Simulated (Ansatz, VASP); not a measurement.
## MoS2: VASP beside Ansatz

```xyz
3
Lattice="3.1728 0.0000 0.0000 -1.5864 2.7477 0.0000 0.0000 0.0000 6.2055" Properties=species:S:1:pos:R:3 pbc="T T T"
Mo    0.0000    0.0000    3.1027
S     0.0000    1.8318    1.5844
S     1.5864    0.9159    4.6211
```

Measurements of this composition are mostly on another form, of space group No. 194.

Alike in both runs: task single point; functional LDA; k mesh 10 × 10 × 5; no spin polarisation.

```csv
,VASP,Ansatz
version,VASP 6.6.1,Ansatz 0.2.0
potentials or method,"VASP PAW LDA potentials, release 64 (Mo_sv, S)","plane waves, PAW"
plane-wave cutoff (eV),520,500
occupations,"methfessel-paxton of order 1, width 0.05 eV","cold, width 0.05 eV"
valence electrons in the cell,26,26
```

|  | VASP | Ansatz | Ansatz less VASP |
| --- | --- | --- | --- |
| pressure (GPa) | 1.3 | 1.2 | -0.11 |
| largest component of the traceless stress (GPa) | 3.14 | 3.11 | -0.031 |
